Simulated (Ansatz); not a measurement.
# Dielectric response of SrO (001) films, part 2 of 4

Wanted: ε of rocksalt SrO (001) by finite fields on slabs, and the band edges against the vacuum where run.

Ansatz 0.2.0; plane-wave DFT, LDA, Ansatz PAW.

So far, gap on the k-mesh (eV): step 2 (relaxing the film, 6 atoms, units 3) 2.55; step 3 (the relaxed film, single point, 6 atoms, units 3) 2.55.

### Step 4. Single point, 6 atoms, units 3, field 0.1 V/Å

A sawtooth potential applies the field, turning back in the middle of the vacuum. With the dipole correction the typed value is the field outside the slab. The induced dipole is small, so the SCF threshold is tight.

Contents of input.yaml:

```yaml
crystal:
  lattice:
    - [3.64867099, 0.0, 0.0]
    - [0.0, 3.64867099, 0.0]
    - [0.0, 0.0, 23.16]
  atoms:
    - { symbol: Sr, position: [0.5, 0.5, 0.393188395] }
    - { symbol: O, position: [0.0, 0.0, 0.3951562051] }
    - { symbol: Sr, position: [0.0, 0.0, 0.4999999973] }
    - { symbol: O, position: [0.5, 0.5, 0.500000001] }
    - { symbol: Sr, position: [0.5, 0.5, 0.6068116122] }
    - { symbol: O, position: [0.0, 0.0, 0.6048437894] }
kpoints:
  mp_grid: { grid: [8, 8, 1] }
hamiltonian:
  xc: lda
scf:
  occupations: { method: fixed }
  convergence: { dr2_threshold: 1.0e-10 }
efield:
  axis: 3
  dipole_correction: true
  ramp_position: 0.97
  ramp_width: 0.06
  amplitude: 0.1
output:
  write_potential: true
  write_density: true
  volumetric_format: npy
```

On the command line:

```
$ ansatz run input.yaml --threads 4 --pin off --max-ram 12288MiB --backend cpu --events-out ev --progress --plain --runs-dir out
```

Numbers of over 12 decimals in the logs are rounded to 6 here.

Log:

```text
[...]
Crystal: 6 atoms, lattice volume = 308.324 Å³
Basis set: ecut = 420 eV, 6053 PW (Γ)
Bands: 30, of which v1, the nominal top of the filled ones, is band 24 counted from 1 (23 counted from 0)
Symmetry: 8 space group operations
k-points: 15 of 64
[...]
SCF iter   1: F=—  HF=-12015.660600 eV  |F-HF|=—  |Δ(HF+E_count)|=         —  Δρ=7.88e-2  dr2=2.83e1  ethr=3.10e-3  p=0.064 e·Å  D=3.75e-2 V/Å  ΔV_dip=-0.87 eV  dr2_dipole=1.07e-3  V_vac-E_F(+/−)=13.66/12.42 eV  ⟨swp⟩=7.5  Hψ=2320  notcnv=0  defer=57
[...]
SCF iter  14: F=-12007.231534 eV  HF=-12007.231534 eV  |F-HF|=1.27e-11  |Δ(HF+E_count)|=  6.18e-10  Δρ=7.80e-8  dr2=1.72e-11  ethr=1.00e-12  p=0.049 e·Å  D=2.88e-2 V/Å  ΔV_dip=-0.67 eV  dr2_dipole=4.89e-14  V_vac-E_F(+/−)=4.67/3.22 eV  ⟨swp⟩=15.9  Hψ=2726  notcnv=0
SCF 1 converged in 14 iterations: F = -12007.231534 eV  dr2 = 1.72e-11
[...]
SCF converged after 14 iterations
[...]
Free energy (F): -12007.231534 eV
[...]
Internal energy: -12007.231534 eV  (E = F + TS)
E sigma→0 (E₀):  -12007.231534 eV
Fermi energy:    -0.087418 eV
Dipole field:    D = 0.028753 V/Å  (p = 0.048993 e·Å, saw-weighted, corrected)
Work function:   not extracted (applied field tilts the vacuum); planar V_es + V_field profile in the machine report
[...]
--- Band table (eV; the first three rows and the last of 15) ---
  k-point 0: bands = [... 20 lower, -0.2783, -0.2783, -0.1323, -0.1323, 2.3765, 2.8838, 3.0579, 3.7165, ... 2 higher]
  k-point 1: bands = [... 20 lower, -0.4709, -0.4391, -0.3613, -0.2947, 2.5868, 3.0669, 3.4747, 3.9114, ... 2 higher]
  k-point 2: bands = [... 20 lower, -0.9887, -0.7981, -0.6548, -0.4241, 3.1102, 3.5574, 4.4517, 4.5382, ... 2 higher]
  k-point 14: bands = [... 20 lower, -0.5829, -0.3424, -0.3424, -0.0874, 3.6039, 3.6039, 5.1255, 5.1255, ... 2 higher]
```

It took 5.6 s on 4 threads of Arm Neoverse V1, shared host; peak memory 0.54 GiB; 22 s of CPU time.

Numbers from this step:

```
gap on the k-mesh       : 2.464 eV
dipole along the normal : 0.04899 e·Å
```

The dipole is 0.0490 e·Å, and the gap on the mesh 2.464 eV.

### Step 5. Atoms held, 6 atoms, units 3, field -0.1 V/Å

input.yaml, as its differences from that of step 4:

```diff
@@ -24,3 +24,3 @@
   ramp_width: 0.06
-  amplitude: 0.1
+  amplitude: -0.1
 output:
```

Log:

```text
[...]
Crystal: 6 atoms, lattice volume = 308.324 Å³
Basis set: ecut = 420 eV, 6053 PW (Γ)
Bands: 30, of which v1, the nominal top of the filled ones, is band 24 counted from 1 (23 counted from 0)
Symmetry: 8 space group operations
k-points: 15 of 64
[...]
k-point 0: bands = [... 20 lower, -0.2783, -0.2783, -0.1323, -0.1323, 2.3765, 2.8838, 3.0579, 3.7165, ... 2 higher]
  k-point 1: bands = [... 20 lower, -0.4709, -0.4391, -0.3613, -0.2947, 2.5868, 3.0669, 3.4747, 3.9114, ... 2 higher]
  k-point 2: bands = [... 20 lower, -0.9887, -0.7981, -0.6548, -0.4241, 3.1102, 3.5574, 4.4517, 4.5382, ... 2 higher]
  k-point 14: bands = [... 20 lower, -0.5829, -0.3424, -0.3424, -0.0874, 3.6039, 3.6039, 5.1255, 5.1255, ... 2 higher]
[key lines of the parts left out:]
SCF converged after 14 iterations
Free energy (F): -12007.231534 eV
Fermi energy:    -0.087418 eV
Dipole field:    D = -0.028753 V/Å  (p = -0.048993 e·Å, saw-weighted, corrected)
```

Elapsed: 5.6 s, on 4 threads; peak memory 0.54 GiB; 22 s of CPU time.

The dipole is -0.0490 e·Å, and the gap on the mesh 2.464 eV.

### Step 6. Response with the atoms held, 6 atoms, units 3

This step: plane-wave DFT, LDA, Ansatz PAW; response to a field along the normal, atoms held (Ansatz 0.2.0).

The two fields give this film's response with the atoms held: the electronic part.

This step gave:

```
equivalent conductor thickness p/(ε₀AE) : 6.659 Å
distance between the outer atoms        : 4.948 Å
thickness                               : 7.74 Å
```

Local field over the applied field, running mean. From the potentials at -0.1 and 0.1 V/Å; running mean over 2.58 Å, taken twice. Local field over applied field against z:

```tsv
z (Å)	local field over applied field
4.20	0.994
4.63	0.987
5.07	0.973
5.36	0.958
5.79	0.922
6.22	0.866
6.66	0.787
6.95	0.723
7.38	0.615
7.82	0.502
8.25	0.400
8.54	0.342
8.97	0.276
9.41	0.232
9.84	0.213
10.13	0.210
10.57	0.212
11.00	0.215
11.44	0.215
11.72	0.215
12.16	0.215
12.59	0.212
13.03	0.210
13.32	0.213
13.75	0.232
14.19	0.276
14.62	0.342
14.91	0.400
15.34	0.502
15.78	0.615
16.21	0.723
16.50	0.787
16.94	0.866
17.37	0.922
17.80	0.958
18.09	0.973
18.53	0.987
18.96	0.994
```

Electrons, planar mean, per unit field. The induced electron density by z:

```tsv
z (Å)	induced electron density (e/Å³ per V/Å)
4.20	1.3e-5
4.63	3.0e-5
5.07	6.6e-5
5.36	1.1e-4
5.79	2.3e-4
6.22	4.7e-4
6.66	8.9e-4
6.95	0.00130
7.38	0.00212
7.82	0.00300
8.25	0.00304
8.54	0.00161
8.97	-1.1e-4
9.41	-4.3e-4
9.84	-0.00283
10.13	-0.00154
10.57	0.00132
11.00	0.00239
11.44	-2.9e-4
11.72	2.9e-4
12.16	-0.00239
12.59	-0.00132
13.03	0.00154
13.32	0.00283
13.75	4.3e-4
14.19	1.1e-4
14.62	-0.00161
14.91	-0.00304
15.34	-0.00300
15.78	-0.00212
16.21	-0.00130
16.50	-8.9e-4
16.94	-4.7e-4
17.37	-2.3e-4
17.80	-1.1e-4
18.09	-6.6e-5
18.53	-3.0e-5
18.96	-1.3e-5
```

By hand: between -0.1 and 0.1 V/Å the dipole changes by 0.09799 e·Å, a slope of 0.4899 e·Å²/V. A perfect conductor of thickness t has p = ε₀AEt, so t = 180.95 × 0.4899 / 13.313 = 6.66 Å (e/ε₀ = 180.95 V·Å, A in Å²).

The induced dipole is that of a conductor 6.66 Å thick.

### Step 7. Field on, atoms free, 6 atoms, field 0.05 V/Å

This step: plane-wave DFT, LDA, Ansatz PAW (Ansatz 0.2.0).

Now the atoms may follow the field. A weak field makes forces of meV/Å to tens of meV/Å, so the force tolerance is set well below the usual one.

input.yaml, as its differences from that of step 5:

```diff
@@ -24,3 +24,6 @@
   ramp_width: 0.06
-  amplitude: -0.1
+  amplitude: 0.05
+relax:
+  f_tol: 0.0006
+  max_steps: 70
 output:
```

Log:

```text
[...]
Crystal: 6 atoms, lattice volume = 308.324 Å³
Basis set: ecut = 420 eV, 6053 PW (Γ)
Bands: 30, of which v1, the nominal top of the filled ones, is band 24 counted from 1 (23 counted from 0)
Symmetry: 8 space group operations
k-points: 15 of 64
[...]
SCF iter   1: F=—  HF=-12015.658248 eV  |F-HF|=—  |Δ(HF+E_count)|=         —  Δρ=7.88e-2  dr2=2.83e1  ethr=3.10e-3  p=0.032 e·Å  D=1.88e-2 V/Å  ΔV_dip=-0.43 eV  dr2_dipole=2.68e-4  V_vac-E_F(+/−)=13.37/12.74 eV  ⟨swp⟩=7.5  Hψ=2319  notcnv=0  defer=57
[...]
SCF iter  14: F=-12007.229697 eV  HF=-12007.229697 eV  |F-HF|=1.82e-12  |Δ(HF+E_count)|=  4.77e-10  Δρ=8.15e-8  dr2=1.32e-11  ethr=1.00e-12  p=0.024 e·Å  D=1.44e-2 V/Å  ΔV_dip=-0.33 eV  dr2_dipole=6.12e-14  V_vac-E_F(+/−)=4.32/3.60 eV  ⟨swp⟩=8.1  Hψ=2800  notcnv=0
SCF 1 converged in 14 iterations: F = -12007.229697 eV  dr2 = 1.32e-11
[...]
relax step   1: F+E_penalty+E_count = -12007.22969724 eV  Δ(F+E_penalty+E_count) = +0.000e0 eV  max|allowed force component| = 2.859e-2 eV/Å  Δτ_max = 0.0000 Å  (14 SCF iters, accepted)
[...]
SCF iter   9: F=-12007.228464 eV  HF=-12007.228464 eV  |F-HF|=0.00e0  |Δ(HF+E_count)|=  1.42e-10  Δρ=1.79e-7  dr2=7.70e-11  ethr=1.00e-12  p=0.042 e·Å  D=2.44e-2 V/Å  ΔV_dip=-0.57 eV  dr2_dipole=4.50e-14  V_vac-E_F(+/−)=4.20/3.71 eV  ⟨swp⟩=6.4  Hψ=2828  notcnv=0
SCF 2 converged in 9 iterations: F = -12007.228464 eV  dr2 = 7.70e-11
relax step   2: F+E_penalty+E_count = -12007.22846394 eV  Δ(F+E_penalty+E_count) = +1.233e-3 eV  max|allowed force component| = 9.608e-2 eV/Å  Δτ_max = 0.0096 Å  (9 SCF iters, rejected (line search))
SCF iter   1: F=—  HF=-12007.230389 eV  |F-HF|=—  |Δ(HF+E_count)|=         —  Δρ=2.97e-4  dr2=8.47e-4  ethr=2.66e-5  p=0.042 e·Å  D=2.44e-2 V/Å  ΔV_dip=-0.57 eV  dr2_dipole=3.70e-4  V_vac-E_F(+/−)=4.20/3.71 eV  ⟨swp⟩=5.1  Hψ=984  notcnv=0  defer=60
[...]
SCF iter   9: F=-12007.229823 eV  HF=-12007.229823 eV  |F-HF|=5.46e-12  |Δ(HF+E_count)|=  2.96e-10  Δρ=1.51e-7  dr2=4.15e-11  ethr=1.00e-12  p=0.030 e·Å  D=1.74e-2 V/Å  ΔV_dip=-0.40 eV  dr2_dipole=1.71e-12  V_vac-E_F(+/−)=4.29/3.63 eV  ⟨swp⟩=7.0  Hψ=2901  notcnv=0
SCF 3 converged in 9 iterations: F = -12007.229823 eV  dr2 = 4.15e-11
relax step   3: F+E_penalty+E_count = -12007.22982275 eV  Δ(F+E_penalty+E_count) = -1.255e-4 eV  max|allowed force component| = 3.047e-3 eV/Å  Δτ_max = 0.0020 Å  (9 SCF iters, accepted)
[...]
relax step   4: F+E_penalty+E_count = -12007.22982325 eV  Δ(F+E_penalty+E_count) = -5.027e-7 eV  max|allowed force component| = 8.540e-4 eV/Å  Δτ_max = 0.0002 Å  (6 SCF iters, accepted)
SCF iter   1: F=—  HF=-12007.229823 eV  |F-HF|=—  |Δ(HF+E_count)|=         —  Δρ=4.35e-6  dr2=1.68e-7  ethr=2.52e-9  p=0.030 e·Å  D=1.73e-2 V/Å  ΔV_dip=-0.40 eV  dr2_dipole=2.56e-11  V_vac-E_F(+/−)=4.29/3.63 eV  ⟨swp⟩=3.9  Hψ=1380  notcnv=0  defer=36
[...]
SCF iter   5: F=-12007.229823 eV  HF=-12007.229823 eV  |F-HF|=2.73e-11  |Δ(HF+E_count)|=  5.46e-11  Δρ=9.86e-8  dr2=1.65e-11  ethr=1.00e-12  p=0.030 e·Å  D=1.73e-2 V/Å  ΔV_dip=-0.40 eV  dr2_dipole=9.83e-14  V_vac-E_F(+/−)=4.29/3.63 eV  ⟨swp⟩=7.7  Hψ=2675  notcnv=0
SCF 5 converged in 5 iterations: F = -12007.229823 eV  dr2 = 1.65e-11
relax step   5: F+E_penalty+E_count = -12007.22982332 eV  Δ(F+E_penalty+E_count) = -7.239e-8 eV  max|allowed force component| = 2.201e-4 eV/Å  Δτ_max = 0.0001 Å  (5 SCF iters, accepted)
NSCF: frozen V_eff on 15 k-points
[...]
SCF converged after 5 iterations
[...]
Free energy (F): -12007.229823 eV
[...]
Internal energy: -12007.229823 eV  (E = F + TS)
E sigma→0 (E₀):  -12007.229823 eV
Fermi energy:    -0.090212 eV
Dipole field:    D = 0.017327 V/Å  (p = 0.029523 e·Å, saw-weighted, corrected)
Work function:   not extracted (applied field tilts the vacuum); planar V_es + V_field profile in the machine report
[...]
--- Forces (eV/Å), atoms counted from 1 ---
  atom   1  Sr     0.00000000     0.00000000     0.00005029
  atom   2  O     -0.00000000     0.00000000     0.00000438
  atom   3  Sr     0.00000000     0.00000000     0.00012046
  atom   4  O     -0.00000000     0.00000000    -0.00022178
  atom   5  Sr     0.00000000     0.00000000     0.00004535
  atom   6  O      0.00000000     0.00000000    -0.00000851
  max |Σ_I F_I| component: 9.81e-6 eV/Å
--- Band table (eV; the first three rows and the last of 15) ---
  k-point 0: bands = [... 20 lower, -0.2540, -0.2540, -0.1541, -0.1541, 2.4467, 2.8298, 3.0606, 3.8785, ... 2 higher]
  k-point 1: bands = [... 20 lower, -0.4881, -0.4143, -0.3674, -0.3170, 2.6692, 2.9991, 3.4775, 4.0816, ... 2 higher]
  k-point 2: bands = [... 20 lower, -0.9962, -0.7730, -0.6774, -0.4276, 3.2089, 3.4709, 4.5411, 4.6309, ... 2 higher]
  k-point 14: bands = [... 20 lower, -0.5720, -0.3519, -0.3519, -0.0902, 3.6068, 3.6068, 5.1268, 5.1268, ... 2 higher]
--- Relaxed structure (5 steps of the walk, 4 accepted, 0 SCFs on fresh bases) ---
  F+E_penalty+E_count = -12007.22982332 eV   max|allowed force component| = 2.201e-4 eV/Å
  atoms:
    - { symbol: Sr, position: [0.5, 0.5, 0.393270] }
    - { symbol: O, position: [0, 0.0, 0.395076] }
    - { symbol: Sr, position: [0, 0.0, 0.500031] }
    - { symbol: O, position: [0.5, 0.5, 0.499967] }
    - { symbol: Sr, position: [0.5, 0.5, 0.606894] }
    - { symbol: O, position: [0, 0.0, 0.604763] }
```

The job ended after 14 s (4 threads; peak memory 0.51 GiB; 54 s of CPU time).

No atom moved by 0.005 Å in the relaxation.

This step gave:

```
gap on the k-mesh       : 2.537 eV
dipole along the normal : 0.02952 e·Å
```

The relaxation took 5 steps and lowered the energy by 1.3e-4 eV; the largest force on the free atoms ends at 2.2e-4 eV/Å.

The dipole is 0.0295 e·Å, and the gap on the mesh 2.537 eV.

### Step 8. Relaxing in the field, 6 atoms, field -0.05 V/Å

The opposite sign, again from the field-free geometry; the difference of the two cancels what relaxes without a field.

input.yaml, as its differences from that of step 7:

```diff
@@ -24,3 +24,3 @@
   ramp_width: 0.06
-  amplitude: 0.05
+  amplitude: -0.05
 relax:
```

Log:

```text
[...]
Crystal: 6 atoms, lattice volume = 308.324 Å³
Basis set: ecut = 420 eV, 6053 PW (Γ)
Bands: 30, of which v1, the nominal top of the filled ones, is band 24 counted from 1 (23 counted from 0)
Symmetry: 8 space group operations
k-points: 15 of 64
[...]
--- Relaxed structure (6 steps of the walk, 5 accepted, 0 SCFs on fresh bases) ---
  F+E_penalty+E_count = -12007.22982333 eV   max|allowed force component| = 2.469e-5 eV/Å
  atoms:
    - { symbol: Sr, position: [0.5, 0.5, 0.393106] }
    - { symbol: O, position: [0, 0.0, 0.395237] }
    - { symbol: Sr, position: [0, 0.0, 0.499969] }
    - { symbol: O, position: [0.5, 0.5, 0.500034] }
    - { symbol: Sr, position: [0.5, 0.5, 0.606730] }
    - { symbol: O, position: [0, 0.0, 0.604924] }
[key lines of the parts left out:]
SCF converged after 5 iterations
Free energy (F): -12007.229823 eV
Fermi energy:    -0.090211 eV
Dipole field:    D = -0.017331 V/Å  (p = -0.029531 e·Å, saw-weighted, corrected)
```

It took 16 s on 4 threads; peak memory 0.51 GiB.

No atom moved by 0.005 Å in the relaxation.

The relaxation took 6 steps and lowered the energy by 1.3e-4 eV; the largest force on the free atoms ends at 2.5e-5 eV/Å.

The dipole is -0.0295 e·Å, and the gap on the mesh 2.537 eV.

### Step 9. Response with the atoms relaxed, 6 atoms, units 3

This step: plane-wave DFT, LDA, Ansatz PAW; response to a field along the normal, atoms relaxed (Ansatz 0.2.0).

The two relaxed runs give the static response.

Numbers from this step:

- equivalent conductor thickness p/(ε₀AE): 8.027 Å

Local field over the applied field, running mean. From the potentials at -0.05 and 0.05 V/Å; running mean over 2.58 Å, taken twice. Table of local field over applied field by z:

```tsv
z (Å)	local field over applied field
4.20	0.995
4.63	0.989
5.07	0.979
5.36	0.967
5.79	0.945
6.22	0.913
6.66	0.827
6.95	0.727
7.38	0.561
7.82	0.398
8.25	0.240
8.54	0.130
8.97	-0.0115
9.41	-0.0478
9.84	-0.0110
10.13	0.0161
10.57	0.0581
11.00	0.107
11.44	0.155
11.72	0.155
12.16	0.107
12.59	0.0581
13.03	0.0161
13.32	-0.0111
13.75	-0.0479
14.19	-0.0117
14.62	0.130
14.91	0.240
15.34	0.398
15.78	0.561
16.21	0.728
16.50	0.827
16.94	0.914
17.37	0.945
17.80	0.967
18.09	0.979
18.53	0.989
18.96	0.995
```

The induced dipole is that of a conductor 8.03 Å thick.

### Step 10. Relaxation, 10 atoms, units 5

This step: plane-wave DFT, LDA, Ansatz PAW (Ansatz 0.2.0).

System of this step: SrO (001), 5 units. The cell holds 10 atoms: 5 Sr and 5 O. Cell: a = 3.649 Å, b = 3.649 Å, c = 28.320 Å, α = 90.0°, β = 90.0°, γ = 90.0°. It derives from SrO (rocksalt SrO). Vacuum lies along c.

The next thickness, treated alike, so that differences show the interior and the faces cancel.

Contents of input.yaml:

```yaml
crystal:
  lattice:
    - [3.64867099, 0.0, 0.0]
    - [0.0, 3.64867099, 0.0]
    - [0.0, 0.0, 28.32]
  atoms:
    - { symbol: Sr, position: [0.5, 0.5, 0.3177966102] }
    - { symbol: O, position: [0.0, 0.0, 0.3177966102] }
    - { symbol: Sr, position: [0.0, 0.0, 0.4088983051] }
    - { symbol: O, position: [0.5, 0.5, 0.4088983051] }
    - { symbol: Sr, position: [0.5, 0.5, 0.5] }
    - { symbol: O, position: [0.0, 0.0, 0.5] }
    - { symbol: Sr, position: [0.0, 0.0, 0.5911016949] }
    - { symbol: O, position: [0.5, 0.5, 0.5911016949] }
    - { symbol: Sr, position: [0.5, 0.5, 0.6822033898] }
    - { symbol: O, position: [0.0, 0.0, 0.6822033898] }
kpoints:
  mp_grid: { grid: [8, 8, 1] }
hamiltonian:
  xc: lda
scf:
  occupations: { method: fixed }
  convergence: { dr2_threshold: 1.0e-09 }
efield:
  axis: 3
  dipole_correction: true
  ramp_position: 0.97
  ramp_width: 0.06
relax:
  f_tol: 0.003
  max_steps: 100
output:
  write_potential: true
  write_density: true
  volumetric_format: npy
```

Log:

```text
[...]
Crystal: 10 atoms, lattice volume = 377.018 Å³
Basis set: ecut = 420 eV, 7367 PW (Γ)
Bands: 50, of which v1, the nominal top of the filled ones, is band 40 counted from 1 (39 counted from 0)
Symmetry: 8 space group operations
k-points: 15 of 64
[...]
- { symbol: Sr, position: [0, 0.0, 0.411397] }
    - { symbol: O, position: [0.500000, 0.500000, 0.410467] }
    - { symbol: Sr, position: [0.500000, 0.500000, 0.500000] }
    - { symbol: O, position: [0, 0.0, 0.500000] }
    - { symbol: Sr, position: [0, 0.0, 0.588603] }
    - { symbol: O, position: [0.500000, 0.500000, 0.589533] }
    - { symbol: Sr, position: [0.500000, 0.500000, 0.676036] }
    - { symbol: O, position: [0, 0.0, 0.673927] }
[key lines of the parts left out:]
SCF converged after 6 iterations
Free energy (F): -20012.874566 eV
Fermi energy:    1.258738 eV
Dipole field:    D = 0.000000 V/Å  (p = 0.000001 e·Å, saw-weighted, corrected)
Work function:   Φ+ = 4.0265 eV   Φ− = 4.0264 eV
```

Elapsed: 38 s, on 4 threads; peak memory 0.74 GiB.

The steps of the relaxation:

```tsv
step	energy less that of the first step (eV)	largest force component (eV/Å)
1	0.0000	0.5894
2	-0.1070	0.5875
3	-0.1479	0.2867
4	-0.1604	0.0197
5	-0.1604	0.0064
6	-0.1604	0.0002
```

The run keeps the 8 symmetry operations that it works with, so distortions that break them were not tested.

The atoms that moved most (Å):

```tsv
atom	dx	dy	dz	length
O10	0.000	0.000	-0.234	0.234
O2	0.000	0.000	0.234	0.234
Sr1	0.000	0.000	0.175	0.175
Sr9	0.000	0.000	-0.175	0.175
Sr7	0.000	0.000	-0.071	0.071
Sr3	0.000	0.000	0.071	0.071
O4	0.000	0.000	0.044	0.044
O8	0.000	0.000	-0.044	0.044
```

Final coordinates:

```cif
data_structure
_symmetry_space_group_name_H-M 'P 1'
_symmetry_Int_Tables_number 1
_cell_length_a 3.6487
_cell_length_b 3.6487
_cell_length_c 28.3200
_cell_angle_alpha 90.000
_cell_angle_beta 90.000
_cell_angle_gamma 90.000
_cell_volume 377.02
loop_
_atom_site_label
_atom_site_type_symbol
_atom_site_fract_x
_atom_site_fract_y
_atom_site_fract_z
_atom_site_occupancy
Sr1 Sr 0.50000 0.50000 0.32396 1
O2 O 0.00000 0.00000 0.32607 1
Sr3 Sr 0.00000 0.00000 0.41140 1
O4 O 0.50000 0.50000 0.41047 1
Sr5 Sr 0.50000 0.50000 0.50000 1
O6 O 0.00000 0.00000 0.50000 1
Sr7 Sr 0.00000 0.00000 0.58860 1
O8 O 0.50000 0.50000 0.58953 1
Sr9 Sr 0.50000 0.50000 0.67604 1
O10 O 0.00000 0.00000 0.67393 1
```

The relaxation took 6 steps and lowered the energy by 0.16 eV; the largest force on the free atoms ends at 1.6e-4 eV/Å.

The gap is 2.73 eV, with the valence edge 4.03 eV and the conduction edge 1.30 eV under the upper vacuum level.

(Part 2 of 4 ends here.)

[Logs are printed without paths, hosts, clocks, repeated set-up lines and the standing remarks that a program may print on its own settings, such as how far it seeks lower states.]

[Hosts, paths, dates, database ids (printed as entryN), source tags and the programs' standing remarks are cut or masked in the printed files.]

[Maps of the electrostatic potential energy from Ansatz leave out the sawtooth potential of an applied field or a dipole correction, so their vacuum need not be flat; planar profiles and work functions include it.]
